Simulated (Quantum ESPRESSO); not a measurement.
# RuS2 (Laurite): equation of state with PBE

Crystal: RuS2 (Laurite).

```
Ru S
1.0
     5.61060    0.00000    0.00000
     0.00000    5.61060    0.00000
     0.00000    0.00000    5.61060
Ru S
4 8
Direct
  0.00000 0.50000 0.50000
  0.50000 0.50000 0.00000
  0.50000 0.00000 0.50000
  0.00000 0.00000 0.00000
  0.38831 0.11169 0.88831
  0.11169 0.88831 0.38831
  0.88831 0.38831 0.11169
  0.61169 0.61169 0.61169
  0.61169 0.88831 0.11169
  0.88831 0.11169 0.61169
  0.11169 0.61169 0.88831
  0.38831 0.38831 0.38831
```

```
Program             : Quantum ESPRESSO 7.5
Task                : equation of state
Functional          : PBE
Potentials or basis : SSSP 1.3 efficiency PBE
Cutoff              : 816 eV
Density cutoff      : 5987 eV
k mesh              : 5 × 5 × 5
Occupations         : fermi-dirac, width 0.05 eV
Spin                : no spin polarisation
Mixing beta         : 0.5
Most SCF iterations : 120
SCF threshold       : 2.4e-09 Ry
```

```yaml
Equilibrium_volume: 15.02 Å³/atom
Bulk_modulus_at_fixed_shape_and_positions: 173 GPa
Pressure_derivative_of_the_bulk_modulus: 4.9
```

Energy against volume, from the lowest point:
```tsv
volume (Å³/atom)	energy (meV/atom)
13.835	58.74
14.129	31.76
14.424	13.59
14.718	3.29
15.012	0.00
15.307	2.94
15.601	11.43
```

All runs of the series together: 5.6 min on 2 threads of AMD EPYC 9R45 96-Core Processor (Zen 5), on a shared host.

Caveat: the cell was scaled at fixed shape and fractional positions, which overstates the stiffness of a crystal with free parameters, most of all of layers and chains.
